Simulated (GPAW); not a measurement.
Input of a GPAW 26.7.0 run:

Contents of run.py:

```python
import json
import numpy as np
from ase import Atoms
from ase.constraints import FixSymmetry
from ase.io import write
from ase.optimize import BFGS
from phonopy import Phonopy
from phonopy.structure.atoms import PhonopyAtoms
from gpaw import GPAW

atoms = Atoms(['Pb', 'Se'],
              cell=[[0.0, 3.06065, 3.06065],
                    [3.06065, 0.0, 3.06065],
                    [3.06065, 3.06065, 0.0]],
              scaled_positions=[[0.0, 0.0, 0.0],
                                [0.5, 0.5, 0.5]],
              pbc=True)

calc = GPAW(mode='lcao',
            h=0.16,
            basis='dzp',
            xc='PBE',
            kpts={'size': (8, 8, 8), 'gamma': True},
            occupations={'name': 'fermi-dirac', 'width': 0.05},
            convergence={'density': 1e-06},
            maxiter=75,
            txt='gpaw.txt')
atoms.calc = calc
atoms.set_constraint(FixSymmetry(atoms))
BFGS(atoms, trajectory='relax.traj', logfile='-').run(fmax=0.005, steps=40)
atoms.set_constraint()
energy = atoms.get_potential_energy()
forces = atoms.get_forces()
calc.write('gs.gpw')
write('result.traj', atoms)
print('Cell:', atoms.cell.cellpar().round(4))
print(atoms.get_scaled_positions().round(5))

def force_constants(scale):
    unit = PhonopyAtoms(symbols=atoms.get_chemical_symbols(), cell=atoms.cell[:] * scale**(1 / 3),
                        scaled_positions=atoms.get_scaled_positions())
    ph = Phonopy(unit, supercell_matrix=np.diag([1, 1, 1]), primitive_matrix=np.eye(3), symprec=1e-4)
    ph.generate_displacements(distance=0.01)
    forces = []
    for i, sc in enumerate(ph.supercells_with_displacements):
        a = Atoms(sc.symbols, cell=sc.cell, scaled_positions=sc.scaled_positions, pbc=True)
        c = GPAW(mode='lcao',
                 h=0.16,
                 basis='dzp',
                 xc='PBE',
                 kpts={'size': (8, 8, 8), 'gamma': True},
                 occupations={'name': 'fermi-dirac', 'width': 0.05},
                 convergence={'density': 1e-06},
                 maxiter=75,
                 txt=f'disp-{scale:.3f}-{i:02d}.txt')
        a.calc = c
        f = a.get_forces()
        forces.append(f - f.mean(axis=0))
        print(f'displacement {i}: drift', f.mean(axis=0).round(5), flush=True)
    ph.forces = forces
    ph.produce_force_constants()
    ph.symmetrize_force_constants()
    return ph

qpoints = [[0.0, 0.0, 0.0]]
results = {}
for scale in [1.0]:
    ph = force_constants(scale)
    ph.run_qpoints(qpoints)
    nu = ph.qpoints.frequencies * 33.35641  # THz to cm^-1
    results[f'{scale:.3f}'] = nu.tolist()
    for qp, f in zip(qpoints, nu):
        print(scale, np.round(qp, 4), f.round(2))
json.dump(results, open('phonons.json', 'w'))
```

Potentials or basis: GPAW PAW data sets (gpaw-data 1.2.1), lcao:dzp.

Launch:

```console
$ OMP_NUM_THREADS=1 python run.py
```

Problem. Estimate the highest phonon frequency at Γ, LO-TO splitting left out.

Solution. 28 cm⁻¹.

Problem. Estimate the band gap on the k mesh.

Solution. 0.33 eV, direct.

Phonon frequencies in cm⁻¹ (negative: imaginary):
```tsv
q point	frequencies
(0.000, 0.000, 0.000)	0 0 0 28 28 28
```

Caveat: the LO-TO splitting is left out; spin-orbit coupling is left out, which as a rule narrows the gap of such compounds by several tenths of an eV; the basis of atomic orbitals isn't converged, which shifts pressures, moduli and gaps. A k mesh can miss the band edges.
